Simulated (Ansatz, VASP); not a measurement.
Ni: VASP beside Ansatz

INCAR

```
PREC = Accurate
ENCUT = 520
EDIFF = 1E-6
ISMEAR = -1
SIGMA = 0.05
LREAL = False
LASPH = True
NELM = 150
ALGO = Normal
ISIF = 2
LWAVE = False
LCHARG = False
ISPIN = 2
MAGMOM = -0.702 -0.702 -0.71 -0.71
LORBIT = 11
LMAXMIX = 4
GGA = RP
NBANDS = 32
```

File KPOINTS:

```
regular mesh
0
Gamma
  16 16 5
```

File POSCAR:

```
Ni
1.0
    2.4437464914      0.0000000000      0.0000000000
   -1.2218732457      2.1163465420      0.0000000000
    0.0000000000      0.0000000000      7.9979109088
Ni
4
Direct
    0.0000000000      0.0000000000      1.0000000000
    0.0000000000      0.0000000000      0.5000000000
    0.3333333333      0.6666666667      0.2500000000
    0.6666666667      0.3333333333      0.7500000000
```

Input for Ansatz:

```yaml
crystal:
  lattice:
    - [2.4437464914, 0.0, 0.0]
    - [-1.2218732457, 2.116346542, 0.0]
    - [0.0, 0.0, 7.9979109088]
  atoms:
    - { symbol: Ni, position: [0.0, 0.0, 1.0], spin: -0.702 }
    - { symbol: Ni, position: [0.0, 0.0, 0.5], spin: -0.702 }
    - { symbol: Ni, position: [0.3333333333, 0.6666666667, 0.25], spin: -0.71 }
    - { symbol: Ni, position: [0.6666666667, 0.3333333333, 0.75], spin: -0.71 }
hamiltonian:
  xc: rpbe
  pseudopotentials:
    kind: paw
    azcp:
      Ni: "pseudopotentials/Ni.paw.azcp"
basis:
  ecutwfc: 420
  fft_grid_basis: typed
kpoints:
  mp_grid: { grid: [16, 16, 5], shift: [0, 0, 0] }
magnetization:
  spin_polarized: true
scf:
  occupations: { method: fermi_dirac, width: 0.05 }
  lower_state_search: "off"
output:
  stress: true
```

Alike in both runs: task single point; functional RPBE; k mesh 16 × 16 × 5; occupations fermi-dirac, width 0.05 eV; collinear spin.

|  | VASP | Ansatz |
| --- | --- | --- |
| version | VASP 6.6.1 | Ansatz 0.2.0 |
| potentials or method | VASP PAW PBE potentials, release 64 (Ni) | plane waves (420 eV) with PAW, scalar-relativistic |
| plane-wave cutoff (eV) | 520 | 420 |
| valence electrons in the cell | 40 | 72 |

Ansatz gave:

| Item | Value |
| --- | --- |
| pressure (GPa) | 17.8 |
| largest component of the traceless stress (GPa) | 0.46 |
| net moment per atom (μB) | 0.61 |
| size of the moment on the site where the two differ most (μB) | 0.65 |

Question: Which values does VASP return?

Answer: Pressure (GPa): 17.7; largest component of the traceless stress (GPa): 0.49; net moment per atom (μB): 0.60; size of the moment on the site where the two differ most (μB): 0.61.

Site moments also hang on the region over which each program counts them. The two sets of potentials don't hold the same shells in valence.

Caveats: so large a pressure means that the cell lies far from this level's equilibrium, or that cutoff or potentials fall short (VASP); the potentials were made for another functional, which shifts forces and pressure (VASP).
